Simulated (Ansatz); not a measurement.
Rocksalt YN, relaxed with r2SCAN in the PAW code Ansatz: space group Fm-3m (No. 225), cubic; a = 4.896 Å in the conventional setting, 14.67 Å³ an atom. Y has 6 N at 2.45 Å; N has 6 Y at 2.45 Å. The cell was then strained (x, y and z are the cube axes), with the atoms relaxed again; stress is positive in compression. Calculated for a static, non-magnetic cell.

- Uniaxial -1.0 % along z, other directions held: r2SCAN's stress changes by +3.57 GPa along the strain and +0.88 GPa across it.
- Isotropic -1.0 % on every length: the pressure changes by +5.44 GPa, and the HSE06 gap (Γ → X) goes from 1.094 to 1.041 eV.
- Epitaxial strain of -1.0 % in the (001) plane: the free normal strain is +0.54 % and the in-plane stress changes by +4.01 GPa.
- In that film r2SCAN's threefold valence top at Γ splits as 2+1 from the top, by 0.068 eV.
- Uniaxial strain of +0.44 % along [111], atoms relaxed: the xy stress changes by -0.387 GPa.

Question: Estimate C₁₁, C₁₂ and the bulk modulus from the uniaxial step.

Answer: With compression positive, C₁₁ ≈ −Δσ∥/ε = (-3.57)/(-0.0100) = 357 GPa and C₁₂ ≈ (-0.88)/(-0.0100) = 88 GPa; B = (C₁₁ + 2C₁₂)/3 = 178 GPa. A one-sided step carries third-order terms: it reads high by some per cent.

Question: What bulk modulus does the isotropic step give?

Answer: Δ ln V = 3 ln(0.9900) = -0.0302, so B ≈ −ΔP/Δ ln V = 180 GPa, against 178 GPa from C₁₁ and C₁₂; one-sided steps of finite size carry third-order terms.

Question: Give the volume deformation potential of that gap and its pressure coefficient.

Answer: a_V = ΔE_g/Δ ln V = (-0.053)/(-0.0302) = +1.76 eV; dE_g/dP = −a_V/B = -10 meV/GPa, with HSE06's gap and r2SCAN's modulus.

Question: What do the film's normal strain and stress say about the elastic constants?

Answer: ε⊥/ε∥ = (+0.0054)/(-0.0100) = -0.54, which linear elasticity sets to −2C₁₂/C₁₁ = -0.49 from the uniaxial step. The biaxial modulus is M = −Δσ/ε∥ = 401 GPa (C₁₁ + C₁₂ − 2C₁₂²/C₁₁ = 402 GPa).

Question: How much elastic energy does the film store, with 14.67 Å³ an atom?

Answer: u = M ε∥² = −Δσ ε∥ = -4.01 × (-0.0100) = 0.0401 GPa, and 1 GPa Å³ is 6.2415 meV: 3.67 meV an atom. The total energies of the two runs differ by 3.54 meV an atom.

Question: Extract the shear deformation potential b.

Answer: Without spin-orbit coupling the splitting is 3|b| |ε_zz − ε_xx| = 3|b| × 0.0154, so |b| = 0.068/0.0462 = 1.47 eV.

Question: Estimate C₄₄.

Answer: A strain ε along [111] has ε_xy = ε/3 = +0.00147, an engineering shear of 2ε/3, so C₄₄ ≈ −Δσ_xy/(2ε/3) = 132 GPa, atoms relaxed.

Where an edge lies off the special points, it is a point of the mesh or the k point where a search put PBE's edge or least direct gap, reused for the other functionals, whose own edges may lie a little apart.

The meshes of the hybrids are coarse, so their gaps aren't converged to the digits shown.
